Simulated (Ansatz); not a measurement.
# MgO: the cost of one run

Program: Ansatz 0.2.0. Level of theory: DFT PBE, scalar-relativistic, plane waves, PAW. These are calculated values, not measurements.

**1. The structure to begin with**

The structure is orthorhombic, space group Cmmm (No. 65). Conventional cell: a = 3.148 Å, b = 3.562 Å, c = 4.324 Å, α = 90.00°, β = 90.00°, γ = 90.00°. Mg (site symmetry mmm) has 4 O at 1.57 to 1.78 Å as nearest neighbours. O (site symmetry mmm) is surrounded by 4 Mg at 1.57 to 1.78 Å.

As a file:

```cif
data_structure
_symmetry_space_group_name_H-M 'Cmmm'
_symmetry_Int_Tables_number 65
_cell_length_a 3.1483
_cell_length_b 3.5621
_cell_length_c 4.3239
_cell_angle_alpha 90.000
_cell_angle_beta 90.000
_cell_angle_gamma 90.000
_cell_volume 48.49
loop_
_atom_site_label
_atom_site_type_symbol
_atom_site_symmetry_multiplicity
_atom_site_Wyckoff_symbol
_atom_site_fract_x
_atom_site_fract_y
_atom_site_fract_z
_atom_site_occupancy
Mg1 Mg 2 b 0.50000 0.00000 0.00000 1
O1 O 2 a 0.00000 0.00000 0.00000 1
```

Recipe of the guess: random cell by space group and Wyckoff sites (Cmmm, No. 65). The dimensions are guesses.

**2. The guess as it stands, on a coarse mesh**

The input, input.yaml:

```yaml
crystal:
  lattice:
    - [1.57412951, -1.7810731, 0.0]
    - [1.57412951, 1.7810731, 0.0]
    - [0.0, 0.0, 4.32390665]
  atoms:
    - { symbol: Mg, position: [0.5, 0.5, 0.0] }
    - { symbol: O, position: [0.0, 0.0, 0.0] }
basis:
  ecutwfc: 420
kpoints:
  mp_grid: { grid: [8, 8, 4] }
hamiltonian:
  xc: pbe
scf:
  occupations: { method: gaussian, width: 0.1 }
  lower_state_search: "off"
output:
  forces: true
  stress: true
  eigenvalues: true
```

Command:

```
$ ansatz run input.yaml --threads 1 --pin off --max-ram 2048MiB --backend cpu --events-out ev --progress --plain --runs-dir out
```

What time and memory should one allow on 1 thread of Arm Neoverse V1, shared host?

About 1.2 s, with a peak of 0.26 GiB.
